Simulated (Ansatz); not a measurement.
Density of states of GaP (F-43m) above the conduction band minimum, HSE06, rigid bands in Ansatz (a quantum-chemistry and plane-wave program); cell volume 40.2 Å³.

(energy from edge (eV), 10⁻³ states/eV/cell): (0.006, 32.0); (0.031, 87.3); (0.056, 106); (0.081, 120); (0.106, 134); (0.131, 150); (0.156, 166); (0.181, 183); (0.206, 198); (0.231, 214); (0.256, 228); (0.281, 248); (0.319, 312); (0.344, 347); (0.369, 377); (0.394, 402); (0.419, 427); (0.444, 451); (0.469, 475); (0.494, 498); (0.519, 521); (0.544, 542); (0.569, 564); (0.594, 585)

Q: What effective density of states at 300 K does this give (∫ g(E) exp(−E/k_BT) dE, both spins, divided by the cell's size)?

A: 4.1e19 cm⁻³, a density-of-states mass of 1.40 mₑ, valleys and band degeneracy included.

Spin-orbit coupling is left out. Geometry: cell and atoms relaxed with PBEsol.
